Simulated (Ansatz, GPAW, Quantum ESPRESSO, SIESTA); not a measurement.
**ZrC: programs and potentials compared**

```
Zr C
1.0
     0.00000    2.36500    2.36500
     2.36500    0.00000    2.36500
     2.36500    2.36500    0.00000
Zr C
1 1
Direct
  0.50000 0.50000 0.50000
  0.00000 0.00000 0.00000
```

Alike in all runs: task band structure; functional PBEsol; k mesh 10 × 10 × 10; occupations fermi-dirac, width 0.05 eV; no spin polarisation; no spin-orbit coupling. Pressure is positive in compression and, in plane waves, holds the error of the finite cutoff, which Ansatz's Pulay term estimates and takes out.

| program and potentials | plane-wave cutoff (eV) | notes | pressure (GPa) |
| --- | --- | --- | --- |
| Ansatz, Ansatz PAW | 420 | potentials made for PBE, which Ansatz adapts in part; Pulay term of +0.20 GPa included | -8.50 |
| Quantum ESPRESSO, PseudoDojo 0.4.1 SR PBEsol standard | 1116 | - | ? |
| Ansatz, PAW datasets made for the crystal | 280 | - | -8.44 |
| SIESTA, files PseudoDojo sr-pbesol-0.4.1-standard, DZP (energy shift 0.003 Ry; two zetas on semicore shells) | - | atomic basis | -6.42 |
| GPAW, PAW data sets generated for this functional | 800 | - | -9.31 |
| Ansatz, all-electron LAPW, scalar-relativistic | - | - | -8.44 |

Estimate from the other rows what the run with Quantum ESPRESSO, PseudoDojo 0.4.1 SR PBEsol standard gave.

Pressure -8.29 GPa. The other rows, which needn't bracket it: pressure -9.31 to -6.42.
